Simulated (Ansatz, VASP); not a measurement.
**Two plane-wave programs on TiAl**

The input INCAR:

```
SYSTEM = TiAl
ALGO = Normal
EDIFF = 1E-6
ENCUT = 520
GGA = PS
ISIF = 2
ISMEAR = 0
LASPH = .TRUE.
LCHARG = .FALSE.
LREAL = .FALSE.
LWAVE = .FALSE.
NBANDS = 14
NELM = 80
PREC = Accurate
SIGMA = 0.15
```

Contents of KPOINTS:

```
k-points
0
G
  20 20 20
  0 0 0
```

The input POSCAR:

```
TiAl
1.0
    3.1564740774      0.0000000000      0.0000000000
    0.0000000000      3.1564740774      0.0000000000
    0.0000000000      0.0000000000      3.1564740774
Ti Al
1 1
Direct
    0.0000000000      0.0000000000      0.0000000000
    0.5000000000      0.5000000000      0.5000000000
```

Input for Ansatz:

```yaml
crystal:
  lattice:
    - [3.1564740774, 0.0, 0.0]
    - [0.0, 3.1564740774, 0.0]
    - [0.0, 0.0, 3.1564740774]
  atoms:
    - { symbol: Ti, position: [0.0, 0.0, 0.0] }
    - { symbol: Al, position: [0.5, 0.5, 0.5] }
basis:
  ecutwfc: 420
kpoints:
  mp_grid: { grid: [20, 20, 20] }
hamiltonian:
  xc: pbesol
scf:
  occupations: { method: gaussian, width: 0.15 }
output:
  forces: true
  stress: true
  eigenvalues: true
```

The cell comes from a database or a generator and needn't be the stable form of this composition.

Alike in both runs: task single point; functional PBEsol; k mesh 20 × 20 × 20; occupations gaussian, width 0.15 eV; no spin polarisation.

```csv
,VASP,Ansatz
version,VASP 6.6.1,Ansatz 0.2.0
potentials or method,"VASP PAW PBE potentials, release 64 (Ti_sv, Al)","scalar-relativistic, plane waves, PAW"
plane-wave cutoff (eV),520,420
valence electrons in the cell,15,15
```

|  | VASP | Ansatz | Ansatz less VASP |
| --- | --- | --- | --- |
| gap on the k mesh at the Fermi level (eV) | none | none | - |
| pressure (GPa) | 0.0 | 0.0 | 0.00 |

A gap of «none» marks a metal or a gap that the smearing closes.

Caveats: the PAW data sets were made with another functional, which shifts forces and pressure a little (VASP).
